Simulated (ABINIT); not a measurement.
Runs of ABINIT 10.8.3 (patched build) on Pd. Symmetry: Fm-3m, No. 225, cubic system. The conventional cell has a = 3.893 Å, b = 3.893 Å, c = 3.893 Å, α = 90.00°, β = 90.00°, γ = 90.00°. Pd (site symmetry m-3m) is surrounded by 12 Pd at 2.75 Å. 

```csv
task,level,potentials or basis,cutoff (eV),fine-grid cutoff,gap on the mesh (eV),pressure (GPa),V0 of scaled cells (Å³/atom),B0 (GPa)
equation of state,revPBE+D3,JTH PAW PBE v2.0,626,1224.51 eV,-,-,14.50,(b)
band structure,rPW86PBE,PseudoDojo NC SR PBE v0.4.1 standard,1116,-,none,18.0,-,-
band structure,AM05,JTH PAW PBE v2.0,626,1224.51 eV,none,-3.9,-,-
band structure,LDA-VWN,JTH PAW LDA v2.0,626,1224.51 eV,none,(a),-,-
equation of state,BP86,JTH PAW PBE v2.0,626,1224.51 eV,-,-,15.37,172
```

Alike in all rows: no spin polarisation; cell as given; k mesh 12 × 12 × 12; smearing fermi-dirac 0.05 eV.

Question: Estimate the missing entries.

Answer: (a) -9.0; (b) 182.

Caveats: the PAW data sets were made with another functional, which shifts forces and pressure a little (some runs); pressures at fixed basis lie under the slope of the energies (some runs); so large a pressure means that the cell lies far from this level's equilibrium, or that cutoff or potentials fall short (some runs); the potentials were made for another functional, which shifts forces and pressure (some runs).

A k mesh can miss the band edges, and the runs leave out spin-orbit coupling on Pd.

A gap of «none» marks a metal or a gap under the smearing width.

Not every run made on this cell is shown here.
